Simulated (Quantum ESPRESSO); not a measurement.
Tc, 2 atoms in the cell. The structure is hexagonal, space group P6_3/mmc (No. 194). Conventional cell: a = 2.740 Å, b = 2.740 Å, c = 4.398 Å, α = 90.00°, β = 90.00°, γ = 120.00°. Around Tc (site symmetry -6m2) lie 12 Tc at 2.71 to 2.74 Å. 

* Program: Quantum ESPRESSO 7.5
* Task: single point
* Functional: PBE
* Potentials or basis: SSSP 1.3 efficiency PBE
* Cutoff: 816 eV
* Density cutoff: 3265 eV
* k mesh: 11 × 11 × 6
* Occupations: fermi-dirac, width 0.05 eV
* Spin: no spin polarisation
* Mixing beta: 0.5
* Most SCF iterations: 120
* SCF threshold: 4e-10 Ry

Potentials or basis: SSSP 1.3 efficiency PBE.

Launch:

```sh
$ OMP_NUM_THREADS=1 pw.x -in pw.in > pw.out
```

Hardware: 1 thread of Arm Neoverse V1, with other jobs on the host.

How long does it take, and how much memory?

Wall time 23 s on 1 thread of Arm Neoverse V1, with other jobs on the host, peak memory 0.06 GiB. Counts: scf iterations 8, bands 22, k points 64, g dense 12107.
